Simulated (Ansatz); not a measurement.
# TiC (Fm-3m) in Ansatz: settings compared

The runs below take TiC through relaxation of cell and atoms, with revPBE, BLYP.

Everything below comes from runs of Ansatz 0.2.0. Logs are shortened: lines on timing, memory, paths and dates and some standing lists are left out, and cuts for length are marked.

### Step 1. Starting point

Symmetry: Fm-3m, No. 225, cubic system. Conventional cell: a = 4.331 Å, b = 4.331 Å, c = 4.331 Å, α = 90.00°, β = 90.00°, γ = 90.00°. Around Ti (site symmetry m-3m) lie 6 C at 2.17 Å. C (site symmetry m-3m) is surrounded by 6 Ti at 2.17 Å.

The cell is a database's computed one.

### Step 2. Relaxation of cell and atoms, revPBE

Contents of input.yaml:

```yaml
crystal:
  lattice:
    - [0.0, 2.1657188437, 2.1657188437]
    - [2.1657188437, 0.0, 2.1657188437]
    - [2.1657188437, 2.1657188437, 0.0]
  atoms:
    - { symbol: Ti, position: [0.0, 0.0, 0.0] }
    - { symbol: C, position: [0.5, 0.5, 0.5] }
hamiltonian:
  xc: revpbe
  pseudopotentials: { kind: paw }
kpoints:
  mp_grid: { grid: [11, 11, 11] }
scf:
  occupations: { method: fermi_dirac, width: 0.05 }
output:
  forces: true
  stress: true
relax:
  f_tol: 0.01
  max_steps: 40
  cell: { stress_tol: 0.05 }
```

Potentials or basis: Ansatz PAW.

Started as:

```sh
> ansatz run input.yaml --threads 2 --pin off --max-ram 5632MiB --backend cpu --events-out ev --progress --plain --runs-dir out
```

Output:

```text
Warning: RAYON_NUM_THREADS=2 ignored (pool sized by the plan → 2); use --threads N
Engine: ansatz 0.2.0, aarch64-unknown-linux-gnu
Pseudopotentials: kind: paw
Pseudopotential: Ti, paw, valence charge 12, recommended cutoff 420 eV (normal), Ti.paw.azcp
Pseudopotential: C, paw, valence charge 4, recommended cutoff 420 eV (normal), C.paw.azcp
Functional definition: revPBE
  parameter kappa = 1.245
  parameter beta = 0.06672455060314922
  exchange = pbe_x(kappa = kappa, mu = beta*pi^2/3)
  correlation = pbe_c(beta = beta)
Crystal: 2 atoms, lattice volume = 20.316 Å³
Basis set: ecut = 420 eV, 411 PW (Γ), exchange–correlation on 48×48×48 points (8 copies of the dense FFT grid, shifted against one another)
Bands: 12, of which v1, the nominal top of the filled ones, is band 8 counted from 1 (7 counted from 0)
Symmetry: 48 space group operations
Space group: Fm-3m (ITA 225), of the structure as read, at distance tolerance 2.7e-5 Å
k-points: 56 of 1331
Non-local potential: Ti, projectors of the file, l = 0: 3, l = 1: 2, l = 2: 3, l = 3: 1
Non-local potential: C, projectors of the file, l = 0: 2, l = 1: 2, l = 2: 1
PAW form: soft (Blöchl's): semilocal exchange-correlation on the pseudo side does not see the compensation charge
PAW frozen core: Ti, regenerated for the run's functional, and the local potential with it (the file was generated under x = pbe(κ = 0.804, μ = 0.2195149727645171), c = pbe(β = 0.06672455060314922))
PAW frozen core: C, regenerated for the run's functional, and the local potential with it (the file was generated under x = pbe(κ = 0.804, μ = 0.2195149727645171), c = pbe(β = 0.06672455060314922))
PAW one-centre angular grid: Ti, 590 points (default); XC on 64 Gauss nodes
PAW one-centre angular grid: C, 110 points (default); XC on 64 Gauss nodes
Initial density: superposition of atomic densities (neutral atoms: chi_scale 0, normalization atom), corrected by the library's trained network
Initial wavefunctions: pseudopotential atomic-orbital guess
Functional: x = revpbe(κ = 1.245, μ = 0.2195149727645171), c = pbe(β = 0.06672455060314922)
SCF iter   1: F=—  HF=-2756.270979 eV  |F-HF|=—  |Δ(HF+E_count)|=         —  Δρ=4.70e-3  dr2=2.74e-3  ethr=1.77e-3  ⟨swp⟩=4.3  Hψ=3319  notcnv=0
preconditioner: auto → none  [insulator: Δε(μ)=0.221 eV  Ē_g=7.882 eV  σ=0.050 eV  W_gap=0.79  n_scr=8 (ndim 8)  ℏωp=23.3 eV  f_vac=0.000  D(μ)=0.25/eV (n_scr^D=0)  ε∞_Penn≈9.7]
SCF iter   2: F=—  HF=-2756.270343 eV  |F-HF|=—  |Δ(HF+E_count)|=   6.36e-4  Δρ=2.03e-3  dr2=3.93e-4  ethr=1.71e-5  ⟨swp⟩=1.0  Hψ=1120  notcnv=0
SCF iter   3: F=—  HF=-2756.270372 eV  |F-HF|=—  |Δ(HF+E_count)|=   2.86e-5  Δρ=1.96e-4  dr2=3.11e-6  ethr=2.46e-6  ⟨swp⟩=2.0  Hψ=765  notcnv=0
SCF iter   4: F=—  HF=-2756.270375 eV  |F-HF|=—  |Δ(HF+E_count)|=   2.66e-6  Δρ=1.12e-5  dr2=1.00e-8  ethr=1.94e-8  ⟨swp⟩=2.3  Hψ=868  notcnv=0
iter 5 did not close the SCF: its close was put off for the readings that it lacked (scf_convergence_deferred on its scf_iter line)
SCF iter   5: F=-2756.270375 eV  HF=-2756.270375 eV  |F-HF|=6.14e-11  |Δ(HF+E_count)|=   4.07e-9  Δρ=2.38e-6  dr2=5.51e-10  ethr=6.28e-11  ⟨swp⟩=2.0  Hψ=1078  notcnv=0
[... 37 lines left out ...]
SCF iter   3: F=—  HF=-2756.273760 eV  |F-HF|=—  |Δ(HF+E_count)|=   6.63e-6  Δρ=5.67e-6  dr2=3.97e-10  ethr=3.75e-10  ⟨swp⟩=2.0  Hψ=893  notcnv=0
iter 4 did not close the SCF: its close was put off for the readings that it lacked (scf_convergence_deferred on its scf_iter line)
SCF iter   4: F=-2756.273760 eV  HF=-2756.273760 eV  |F-HF|=1.68e-11  |Δ(HF+E_count)|=   2.25e-8  Δρ=3.99e-7  dr2=1.29e-11  ethr=2.48e-12  ⟨swp⟩=2.6  Hψ=1047  notcnv=0
iter 5 did not close the SCF: its close was put off for the readings that it lacked (scf_convergence_deferred on its scf_iter line)
SCF iter   5: F=-2756.273760 eV  HF=-2756.273760 eV  |F-HF|=1.82e-12  |Δ(HF+E_count)|=  1.91e-11  Δρ=9.57e-8  dr2=5.42e-13  ethr=1.00e-12  ⟨swp⟩=1.0  Hψ=672  notcnv=0
iter 6 did not close the SCF: its close was put off for the readings that it lacked (scf_convergence_deferred on its scf_iter line)
SCF iter   6: F=-2756.273760 eV  HF=-2756.273760 eV  |F-HF|=0.00e0  |Δ(HF+E_count)|=  1.82e-12  Δρ=1.67e-8  dr2=6.82e-14  ethr=1.00e-12  ⟨swp⟩=1.0  Hψ=672  notcnv=0
iter 7 did not close the SCF: its close was put off for the readings that it lacked (scf_convergence_deferred on its scf_iter line)
SCF iter   7: F=-2756.273760 eV  HF=-2756.273760 eV  |F-HF|=0.00e0  |Δ(HF+E_count)|=  9.09e-13  Δρ=1.43e-9  dr2=1.26e-16  ethr=1.00e-12  ⟨swp⟩=1.0  Hψ=672  notcnv=0
SCF iter   8: F=-2756.273760 eV  HF=-2756.273760 eV  |F-HF|=0.00e0  |Δ(HF+E_count)|=  9.09e-13  Δρ=2.13e-9  dr2=1.13e-15  ethr=1.00e-12  ⟨swp⟩=1.9  Hψ=1653  notcnv=0
SCF 4 converged in 8 iterations: F = -2756.273760 eV  dr2 = 1.13e-15
relax step   4: F+E_penalty+E_count = -2756.27376020 eV  Δ(F+E_penalty+E_count) = -5.088e-4 eV  max|allowed force component| = 1.742e-30 eV/Å  Δτ_max = 0.0000 Å  P = +0.034 GPa  Ω = 20.613 Å³  stress off target by 3.36e-2 GPa  SCF on the basis re-selected at this cell (its energy is not comparable with the rows above)  (8 SCF iters)
basis re-selected at this cell: Δ(F+E_penalty+E_count) = -5.088e-4 eV, ΔP = +0.024 GPa vs the last step (what re-selecting the basis moved, of the pressure what is left beyond the Pulay correction that the steps carried, after the strain that the cell walked since its last selection, with what the two solves' SCF thresholds leave and, on support functions, any second-order correction that the steps lacked; it is no measure of the basis error at this ecutwfc). This SCF's stress stands 3.36e-2 GPa from its target on what of the cell is left free (relax.cell.stress_tol is 5.00e-2 GPa) and its largest allowed force component is 1.74e-30 eV/Å (relax.f_tol is 1.00e-2 eV/Å): within both
SCF converged after 8 iterations
Free energy (F): -2756.273760 eV
Harris-Foulkes:  -2756.273760 eV  (|F-HF|=0.00e0)
Internal energy: -2756.271401 eV  (E = F + TS)
E sigma→0 (E₀):  -2756.272581 eV
Entropy (-TS):   -0.002359 eV (-1.180 meV/atom)
Fermi energy:    14.597781 eV
--- Per-component energies (eV) ---
  E_band       = -114.251187
  E_kinetic    = 361.446395
  E_local      = -782.778448  (includes V_loc(G=0)·N_el)
  E_nonlocal   = 30.661584
  E_hartree    = 317.311202
  E_xc         = -147.367316
  E_vxc        = -183.815761  (∫ρ·V_xc dr)
  E_paw        = -1148.957388  (= ΣΔE_a)
  E_vpaw       = -174.387556  (= ΣTr[D̂ρ^β])
  E_aug_tail   = 0.000193  (compensation charges beyond the density's cutoff)
  E_ewald      = -1386.538161
  E_core_change = -0.049462  (= ΣΔE_core)
  E_smearing   = -0.002359  (= −TS)
  E_closure    = -0.000000  (closes the sum)
  Σ components = -2756.273760   (vs F -2756.273760, Δ=0.00e0)
--- Forces (eV/Å), atoms counted from 1 ---
  atom   1  Ti    -0.00000000     0.00000000     0.00000000
  atom   2  C      0.00000000     0.00000000    -0.00000000
  max |Σ_I F_I| component: 2.30e-30 eV/Å
--- Stress (GPa, compression-positive) ---
        0.033647      -0.000000      -0.000000
       -0.000000       0.033647      -0.000000
       -0.000000      -0.000000       0.033647
  P = ⅓ Tr σ = 0.0336 GPa (0.336 kbar)
--- Relaxed structure (3 steps of the walk, 3 accepted, 1 SCFs on fresh bases) ---
  F+E_penalty+E_count = -2756.27376020 eV   max|allowed force component| = 1.742e-30 eV/Å   (the final SCF, on the basis selected at the relaxed cell)
  cell:  # Å, volume = 20.6130 Å³
    - [-1.031812836661357e-33, 2.1762242369237432, 2.1762242369237432]
    - [2.1762242369237432, 1.0700281269080738e-33, 2.1762242369237432]
    - [2.1762242369237432, 2.1762242369237432, 1.9744566627470408e-33]
  atoms:
    - { symbol: Ti, position: [2.8947909017021613e-36, -3.821123990246364e-36, -3.5895407181104156e-36] }
    - { symbol: C, position: [0.5, 0.5, 0.5] }
```

Wall time 2.4 s (2 threads of Arm Neoverse V1, shared host); peak memory 0.29 GiB.

What came out:

- Free energy: -2756.2738 eV
- Relaxed volume: 10.31 Å³/atom
- Relaxed cell: a = 3.078 Å, b = 3.078 Å, c = 3.078 Å, α = 60.00°, β = 60.00°, γ = 60.00°
- Space group after relaxing (to 0.05 Å): Fm-3m (No. 225)
- Energy gained by relaxing: 1.7 meV/atom
- Ionic steps: 4
- Pressure after relaxing: 0.0 GPa

The path:
| step | energy change (eV) | largest force (eV/Å) | volume (Å³) |
| --- | --- | --- | --- |
| 1 | 0.0000 | 0.0000 | 20.32 |
| 2 | -0.0029 | 0.0000 | 20.58 |
| 3 | -0.0029 | 0.0000 | 20.61 |
| 4 | -0.0034 | 0.0000 | 20.61 |

Final structure:
```xyz
2
Lattice="0.0000 2.1762 2.1762 2.1762 0.0000 2.1762 2.1762 2.1762 0.0000" Properties=species:S:1:pos:R:3 pbc="T T T"
Ti    0.0000    0.0000    0.0000
C     2.1762    2.1762    2.1762
```

Caveat: the plane-wave basis is chosen anew once the cell has moved, so the energies of steps on either side of that aren't comparable; the PAW data sets come from PBE, with cores solved anew for the run's functional, which leaves a small shift of forces and pressure.

### Step 3. Relaxation of cell and atoms, BLYP

Edit input.yaml of step 2 so:

```diff
@@ -9,3 +9,3 @@
 hamiltonian:
-  xc: revpbe
+  xc: blyp
   pseudopotentials: { kind: paw }
```

Potentials or basis: Ansatz PAW.

Started as:

```sh
> ansatz run input.yaml --threads 2 --pin off --max-ram 5632MiB --backend cpu --events-out ev --progress --plain --runs-dir out
```

Wall time 3.7 s (2 threads of Arm Neoverse V1, shared host); peak memory 0.29 GiB.

Results (log left out):

```
Free energy                            : -2759.3162 eV
Relaxed volume                         : 10.50 Å³/atom
Relaxed cell                           : a = 3.097 Å, b = 3.097 Å, c = 3.097 Å, α = 60.00°, β = 60.00°, γ = 60.00°
Space group after relaxing (to 0.05 Å) : Fm-3m (No. 225)
Energy gained by relaxing              : 8.7 meV/atom
Ionic steps                            : 6
Pressure after relaxing                : 0.0 GPa
```

The path:
```
step  energy change (eV)  largest force (eV/Å)  volume (Å³)
   1              0.0000                0.0000        20.32
   2             -0.0157                0.0000        20.91
   3             -0.0158                0.0000        20.99
   4             -0.0174                0.0000        20.99
   5             -0.0174                0.0000        21.01
   6             -0.0174                0.0000        21.01
```

Final structure:
```
Ti C
1.0
     0.00000    2.18999    2.18999
     2.18999    0.00000    2.18999
     2.18999    2.18999    0.00000
Ti C
1 1
Direct
  0.00000 0.00000 0.00000
  0.50000 0.50000 0.50000
```

Caveat: the plane-wave basis is chosen anew once the cell has moved, so the energies of steps on either side of that aren't comparable; the pressure holds a Pulay correction of +0.3 GPa for the finite cutoff; the PAW data sets come from PBE, with cores solved anew for the run's functional, which leaves a small shift of forces and pressure.
